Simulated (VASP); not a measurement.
# Cu (Fm-3m) in VASP: further runs

The runs below take Cu through relaxation of cell and atoms, single point, with HSE06, PBE.

Everything below comes from runs of VASP 6.6.1. Logs are shortened: lines on timing, memory, paths and dates and some standing lists are left out, and cuts for length are marked.

### Step 1. Starting point

It takes space group Fm-3m (No. 225, cubic). The conventional cell has a = 3.615 Å, b = 3.615 Å, c = 3.615 Å, α = 90.00°, β = 90.00°, γ = 90.00°. Around Cu (site symmetry m-3m) lie 12 Cu at 2.56 Å.

### Step 2. Relaxation of cell and atoms, HSE06

The input, POSCAR:

```
Cu
1.0
    0.0000000000      1.8075000000      1.8075000000
    1.8075000000      0.0000000000      1.8075000000
    1.8075000000      1.8075000000      0.0000000000
Cu
1
Cartesian
    0.0000000000      0.0000000000      0.0000000000
```

The input, INCAR.step1:

```
SYSTEM = Cu
PREC = Accurate ; ENCUT = 600
EDIFF = 1E-5 ; ISMEAR = 1
SIGMA = 0.1 ; LREAL = .False.
LASPH = .True. ; NELM = 60
ALGO = Normal ; LWAVE = .True.
LCHARG = .False. ; GGA = PE
```

The input, INCAR.step2:

```
SYSTEM = Cu
PREC = Accurate ; ENCUT = 600
EDIFF = 1E-6 ; ISMEAR = 1
SIGMA = 0.1 ; LREAL = .False.
LASPH = .True. ; NELM = 60
ALGO = Normal ; ISIF = 3
LWAVE = .False. ; LCHARG = .False.
GGA = PE ; LHFCALC = .True.
HFSCREEN = 0.2 ; PRECFOCK = Fast
IBRION = 2 ; NSW = 60
EDIFFG = -0.005 ; ISTART = 1
```

The input, KPOINTS:

```
regular mesh
0
Gamma
  7 7 7
  0 0 0
```

Potentials or basis: VASP PAW PBE potentials, release 64 (Cu).

Launch:

```bash
cat potpaw_PBE.64/Cu/POTCAR > POTCAR
cp INCAR.step1 INCAR
mpirun -np 1 vasp_std > vasp.out
cp INCAR.step2 INCAR
mpirun -np 1 vasp_std > vasp.out
```

OUTCAR:

```text
SYSTEM = Cu
   PREC = Accurate
   ENCUT = 600
   EDIFF = 1E-6
   ISMEAR = 1
   LREAL = .False.
   LASPH = .True.
   NELM = 60
   ISIF = 3
   GGA = PE
   LHFCALC = .True.
   HFSCREEN = 0.2
   PRECFOCK = Fast
   IBRION = 2
   NSW = 60
   EDIFFG = -0.005
   ISTART = 1

 ion  position               nearest neighbor table
   1  0.000  0.000  0.000-

  LATTYP: Found a face centered cubic cell.
 ALAT       =     3.6150000000

  Lattice vectors:

 A1 = (   0.0000000000,   1.8075000000,   1.8075000000)
 A2 = (   1.8075000000,   0.0000000000,   1.8075000000)
 A3 = (   1.8075000000,   1.8075000000,   0.0000000000)

Analysis of symmetry for initial positions (statically):
=====================================================================
 Subroutine PRICEL returns:
 Original cell was already a primitive cell.

 Routine SETGRP: Setting up the symmetry group for a
 face centered cubic supercell.

 Subroutine GETGRP returns: Found 48 space group operations
 (whereof 48 operations were pure point group operations)
 out of a pool of 48 trial point group operations.

The static configuration has the point symmetry O_h .

Analysis of symmetry for dynamics (positions and initial velocities):
=====================================================================
 Subroutine PRICEL returns:
 Original cell was already a primitive cell.

 Routine SETGRP: Setting up the symmetry group for a
 face centered cubic supercell.

 Subroutine GETGRP returns: Found 48 space group operations
 (whereof 48 operations were pure point group operations)
 out of a pool of 48 trial point group operations.

The dynamic configuration has the point symmetry O_h .

 Subroutine INISYM returns: Found 48 space group operations
 (whereof 48 operations are pure point group operations),
 and found     1 'primitive' translations

----------------------------------------------------------------------------------------

                                     Primitive cell

  volume of cell :      11.8104

  direct lattice vectors                    reciprocal lattice vectors
     0.000000000  1.807500000  1.807500000    -0.276625173  0.276625173  0.276625173
     1.807500000  0.000000000  1.807500000     0.276625173 -0.276625173  0.276625173
     1.807500000  1.807500000  0.000000000     0.276625173  0.276625173 -0.276625173

  length of vectors
     2.556191014  2.556191014  2.556191014     0.479128854  0.479128854  0.479128854

  position of ions in fractional coordinates (direct lattice)
     0.000000000  0.000000000  0.000000000

  ion indices of the primitive-cell ions
   primitive index   ion index
                 1           1

----------------------------------------------------------------------------------------

 KPOINTS: regular mesh

Automatic generation of k-mesh.
 Grid dimensions read from file:
 generate k-points for:    7    7    7

 Generating k-lattice:

  Cartesian coordinates                     Fractional coordinates (reciprocal lattice)
    -0.039517882  0.039517882  0.039517882     0.142857143  0.000000000  0.000000000
     0.039517882 -0.039517882  0.039517882     0.000000000  0.142857143  0.000000000
     0.039517882  0.039517882 -0.039517882     0.000000000  0.000000000  0.142857143

  Length of vectors
     0.068446979  0.068446979  0.068446979

  Shift w.r.t. Gamma in fractional coordinates (k-lattice)
     0.000000000  0.000000000  0.000000000

 Subroutine IBZKPT returns following result:
 ===========================================

 Found     20 irreducible k-points:

 Following reciprocal coordinates:
            Coordinates               Weight
  0.000000  0.000000  0.000000      1.000000
  0.142857  0.000000  0.000000      8.000000
  0.285714  0.000000  0.000000      8.000000
  0.428571  0.000000  0.000000      8.000000
  0.142857  0.142857  0.000000      6.000000
  0.285714  0.142857  0.000000     24.000000
[... 12 lines left out ...]
 -0.428571  0.428571  0.142857     24.000000
 -0.285714  0.428571  0.142857     24.000000
   k-points           NKPTS =     20   k-points in BZ     NKDIM =    343   number of bands    NBANDS=      9
   number of dos      NEDOS =    301   number of ions     NIONS =      1
   total plane-waves  NPLWV =   8000
   dimension x,y,z NGX =    20 NGY =   20 NGZ =   20
   dimension x,y,z NGXF=    40 NGYF=   40 NGZF=   40
   ions per type =               1
   NGX,Y,Z   is equivalent  to a cutoff of  13.01, 13.01, 13.01 a.u.
   NGXF,Y,Z  is equivalent  to a cutoff of  26.01, 26.01, 26.01 a.u.
 SYSTEM =  Cu
   PREC   = accura    normal or accurate (medium, high low for compatibility)
   ISTART =      1    job   : 0-new  1-cont  2-samecut
   ICHARG =      0    charge: 1-file 2-atom 10-const
   ISPIN  =      1    spin polarized calculation?
   LNONCOLLINEAR =      F non collinear calculations
   LSORBIT =      F    spin-orbit coupling
   LASPH  =      T    aspherical Exc in radial PAW
   ENCUT  =  600.0 eV  44.10 Ry    6.64 a.u.   5.11  5.11  5.11*2*pi/ulx,y,z
   NELM   =     60;   NELMIN=  2; NELMDL=  0     # of ELM steps
   EDIFF  = 0.1E-05   stopping-criterion for ELM
   LREAL  =      F    real-space projection
   EDIFFG = -.5E-02   stopping-criterion for IOM
   NSW    =     60    number of steps for IOM
   IBRION =      2    ionic relax: 0-MD 1-quasi-New 2-CG
   NFREE  =      1    steps in history (QN), initial steepest desc. (CG)
   ISIF   =      3    stress and relaxation
   ISYM   =      3    0-nonsym 1-usesym 2-fastsym
   POTIM  = 0.5000    time-step for ionic-motion
   TEBEG  =    0.0;   TEEND  =   0.0 temperature during run
   PSTRESS=    0.0 pullay stress
   NELECT =      11.0000    total number of electrons
   NUPDOWN=      -1.0000    fix difference up-down
   EMIN   =  10.00;   EMAX   =-10.00  energy-range for DOS
   EFERMI =   0.00;   METHOD = LEGACY
   ISMEAR =     1;   SIGMA  =   0.10  broadening in eV -4-tet -1-fermi 0-gaus
   EFERMI_NEDOS =   21; number of points for ismear=-14 and -15
   IALGO  =     38    algorithm
   IMIX   =      1    mixing-type and parameters
     AMIX     =   0.40;   BMIX     =  1.00
     AMIX_MAG =   1.60;   BMIX_MAG =  1.00
  volume/ion in A,a.u.               =      11.81        79.70
  Fermi-wavevector in a.u.,A,eV,Ry     =   1.598763  3.021224 34.777078  2.556043
  Thomas-Fermi vector in A             =   2.696162
   LORBIT       =      0    0 simple, 1 ext, 2 COOP (PROOUT), +10 PAW based schemes
   GGA     = PE    functional components
   LHFCALC =     T    Hartree Fock is set to
   PRECFOCK=fast      Normal, Fast or Accurate (Low or Medium for compatibility)
   ENCUT4O =  -1.0   cutoff for four orbital integrals eV
   NKREDX  =     1    reduce k-point grid by
   NKREDY  =     1    reduce k-point grid by
   NKREDZ  =     1    reduce k-point grid by
   AEXX    =    0.2500 exact exchange contribution
   HFSCREEN=    0.2000 screening length (either q_TF or 0.3 A-1)
   HFSCREENC=   0.2000 screening length for correlation (either q_TF or 0.3 A-1)
   ENCUTFOCK=  -1.0 apply spherical cutoff to Coloumb kernel
   IVDW    =     0    specifies the selected vdW correction
   LEPSILON=     F    determine dielectric tensor
   LRPA    =     F    only Hartree local field effects (RPA)
 conjugate gradient relaxation of ions
 non-spin polarized calculation
 Methfessel and Paxton  Order N= 1 SIGMA  =   0.10
  energy-cutoff  :      600.00
  volume of cell :       11.81
 maximum number of plane-waves:       411
  NGX = 12; NGY = 12; NGZ = 12

--------------------------------------- Ionic step        1  -------------------------------------------

 number of electron      11.0000002 magnetization

 Free energy of the ion-electron system (eV)
  ---------------------------------------------------
  ext. energy  EPLUGINS =         0.00000000
  ---------------------------------------------------
  free energy    TOTEN  =        -3.70335579 eV

  energy without entropy =       -3.70287956  energy(sigma->0) =       -3.70319705

------------------------ aborting loop because EDIFF is reached ----------------------------------------

  FORCE on cell =-STRESS in cart. coord.  units (eV):
  Direction    XX          YY          ZZ          XY          YZ          ZX
  --------------------------------------------------------------------------------------
  -------------------------------------------------------------------------------------
  Total        0.1436518      0.1436518      0.1436518     -0.0000000      0.0000000      0.0000000
  in kB       19.4875244     19.4875244     19.4875244     -0.0000000      0.0000000      0.0000000
  external PRESSURE =      19.4875244 kB  Pullay stress =       0.0000000 kB

 VOLUME and BASIS-vectors are now :
 -----------------------------------------------------------------------------
  energy-cutoff  :      600.00
  volume of cell :       11.81
      direct lattice vectors                 reciprocal lattice vectors
     0.000000000  1.807500000  1.807500000    -0.276625173  0.276625173  0.276625173
     1.807500000  0.000000000  1.807500000     0.276625173 -0.276625173  0.276625173
     1.807500000  1.807500000  0.000000000     0.276625173  0.276625173 -0.276625173
[... 106 lines left out ...]
 POSITION                                       TOTAL-FORCE (eV/Angst)
 -----------------------------------------------------------------------------------
      1.81803      1.81803      3.63607         0.000000     -0.000000      0.000000
 -----------------------------------------------------------------------------------
    total drift:                               -0.000002     -0.000000     -0.000002

  FREE ENERGIE OF THE ION-ELECTRON SYSTEM (eV)
  ---------------------------------------------------
  free  energy   TOTEN  =        -3.7046848736 eV

  energy  without entropy=       -3.7042102233  energy(sigma->0) =       -3.70452666

--------------------------------------- Ionic step        5  -------------------------------------------

 number of electron      10.9999996 magnetization

 Free energy of the ion-electron system (eV)
  ---------------------------------------------------
  ext. energy  EPLUGINS =         0.00000000
  ---------------------------------------------------
  free energy    TOTEN  =        -3.70468758 eV

  energy without entropy =       -3.70421283  energy(sigma->0) =       -3.70452933

 E-fermi :   7.5572     XC(G=0): -10.2168

 val. band max:        6.2731683965   @ k =   0.4286   0.2857   0.0000
 cond. band min:       7.5670237597   @ k =   0.4286   0.4286   0.0000
 fundamental gap:      1.2938553632
 Fermi energy:         7.5571715063

 k-point     1 :       0.0000    0.0000    0.0000
  band No.  band energies     occupation
      1      -3.0769      2.00000
      2       2.7353      2.00000
      3       2.7353      2.00000
      4       2.7353      2.00000
      5       3.5283      2.00000
      6       3.5283      2.00000
      7      30.7958      0.00000
      8      33.6855      0.00000
      9      33.6856      0.00000

 k-point     2 :       0.1429    0.0000    0.0000
  band No.  band energies     occupation
      1      -2.2625      2.00000
      2       2.6092      2.00000
      3       2.8575      2.00000
      4       2.8575      2.00000
      5       3.5075      2.00000
      6       3.5075      2.00000
      7      26.2474      0.00000
      8      31.3875      0.00000
      9      32.3270      0.00000
[... 236 lines left out ...]
 POSITION                                       TOTAL-FORCE (eV/Angst)
 -----------------------------------------------------------------------------------
      0.00000      0.00000     -0.00000        -0.000000      0.000000     -0.000000
 -----------------------------------------------------------------------------------
    total drift:                                0.000028      0.000004      0.000040

  FREE ENERGIE OF THE ION-ELECTRON SYSTEM (eV)
  ---------------------------------------------------
  free  energy   TOTEN  =        -3.7046875831 eV

  energy  without entropy=       -3.7042128263  energy(sigma->0) =       -3.70452933

 reached required accuracy - stopping structural energy minimisation
```

Wall time 12 min (1 thread of Intel Xeon 6975P-C (Granite Rapids), shared host); peak memory 0.22 GiB.

What came out:

| Quantity | Value |
| --- | --- |
| Free energy | -3.7047 eV |
| Relaxed volume | 12.01 Å³/atom |
| Relaxed cell | a = 2.571 Å, b = 2.571 Å, c = 2.571 Å, α = 60.00°, β = 60.00°, γ = 60.00° |
| Space group after relaxing (to 0.05 Å) | Fm-3m (No. 225) |
| Energy gained by relaxing | 1.3 meV/atom |
| Ionic steps | 5 |
| Pressure after relaxing | 0.0 GPa |
| Band gap on the k mesh | none (metal or under the smearing width) |

Step by step:
| step | energy change (eV) | largest force (eV/Å) | pressure (GPa) | volume (Å³) |
| --- | --- | --- | --- | --- |
| 1 | 0.0000 | 0.0000 | 1.95 | 11.81 |
| 2 | -0.0012 | 0.0000 | -0.72 | 12.06 |
| 3 | -0.0013 | 0.0000 | 0.18 | 12.01 |
| 4 | -0.0013 | 0.0000 | -0.21 | 12.02 |
| 5 | -0.0013 | 0.0000 | 0.02 | 12.01 |

Final structure:
```
Cu
1.0
     0.00000    1.81776    1.81776
     1.81776    0.00000    1.81776
     1.81776    1.81776    0.00000
Cu
1
Direct
  0.00000 0.00000 0.00000
```

Caveat: the k mesh is coarse (spacing up to 0.43 Å⁻¹), so the values aren't converged, least of all with exact exchange; the PAW data sets were made with another functional, which shifts forces and pressure a little. Zero-point motion and thermal expansion aren't in these numbers.

### Step 3. Single point, PBE

The input, INCAR:

```
SYSTEM = Cu
PREC = Accurate
ENCUT = 520
EDIFF = 1E-7
ISMEAR = 0
SIGMA = 0.027000000000000003
LREAL = .False.
LASPH = .True.
NELM = 100
ALGO = Fast
ISIF = 2
LWAVE = .False.
LCHARG = .False.
GGA = PE
```

The input, KPOINTS:

```
Automatic mesh
0
Gamma
  13 13 13
  0 0 0
```

POSCAR: that of step 2 with these lines changed.

```diff
@@ -7,3 +7,3 @@
 1
-Cartesian
+Direct
     0.0000000000      0.0000000000      0.0000000000
```

Potentials or basis: VASP PAW PBE potentials, release 64 (Cu).

Launch:

```bash
cat potpaw_PBE.64/Cu/POTCAR > POTCAR
mpirun -np 1 vasp_std > vasp.out
```

It took 8 s on 1 thread of AMD EPYC 9R45 (Zen 5), shared host; peak memory 0.09 GiB.

The run converged. Its results:

| Quantity | Value |
| --- | --- |
| Free energy | -3.7270 eV |
| Pressure | 2.5 GPa |
| Band gap on the k mesh | none (metal or under the smearing width) |

Levels at points of the mesh, in eV from the Fermi level:
```tsv
k point	band 2	band 3	band 4	band 5	band 6	band 7	band 8	band 9
(0.00, 0.00, 0.00)	-3.24	-3.24	-3.24	-2.42	-2.42	22.39	25.03	25.03
```

### Step 4. Relaxation of cell and atoms, PBE

The input, INCAR:

```
PREC = Accurate ; ENCUT = 580
EDIFF = 1E-7 ; ISMEAR = -1
SIGMA = 0.05 ; LREAL = F
LASPH = T ; NELM = 60
ALGO = Normal ; ISIF = 3
LWAVE = F ; LCHARG = F
GGA = PE ; IBRION = 2
NSW = 40 ; EDIFFG = -0.02
```

The input, KPOINTS:

```
Automatic mesh
0
Gamma
  13 13 13
```

POSCAR is that of step 3.

Launch:

```bash
cat potpaw_PBE.64/Cu/POTCAR > POTCAR
mpirun -np 1 vasp_std > vasp.out
```

Wall time 14 s (1 thread of AMD EPYC 9R45 (Zen 5), shared host); peak memory 0.1 GiB.

It converged, with:

```yaml
Free_energy: -3.7299 eV
Relaxed_volume: 12.00 Å³/atom
Relaxed_cell: a = 2.570 Å, b = 2.570 Å, c = 2.570 Å, α = 60.00°, β = 60.00°, γ = 60.00°
Space_group_after_relaxing_to_0.05_Å: Fm-3m (No. 225)
Energy_gained_by_relaxing: 1.3 meV/atom
Ionic_steps: 3
Pressure_after_relaxing: 0.0 GPa
Band_gap_on_the_k_mesh: none (metal or under the smearing width)
```

Step by step:
```tsv
step	energy change (eV)	largest force (eV/Å)	pressure (GPa)	volume (Å³)
1	0.0000	0.0000	2.28	11.81
2	-0.0009	0.0000	-1.15	12.10
3	-0.0013	0.0000	0.02	12.00
```

Final structure:
```yaml
crystal:
  lattice:
    - [0.00000, 1.81695, 1.81695]
    - [1.81695, 0.00000, 1.81695]
    - [1.81695, 1.81695, 0.00000]
  atoms:
    - { symbol: Cu, position: [0.00000, 0.00000, 0.00000] }
```

Levels at points of the mesh, in eV from the Fermi level:
```tsv
k point	band 3	band 4	band 5	band 6	band 7	band 8	band 9
(0.00, 0.00, 0.00)	-3.16	-3.16	-2.36	-2.36	22.30	24.82	24.82
```

PBE usually gives volumes a little too large and moduli too small. Zero-point motion and thermal expansion aren't in these numbers.

(Part 1 of 2 ends here.)
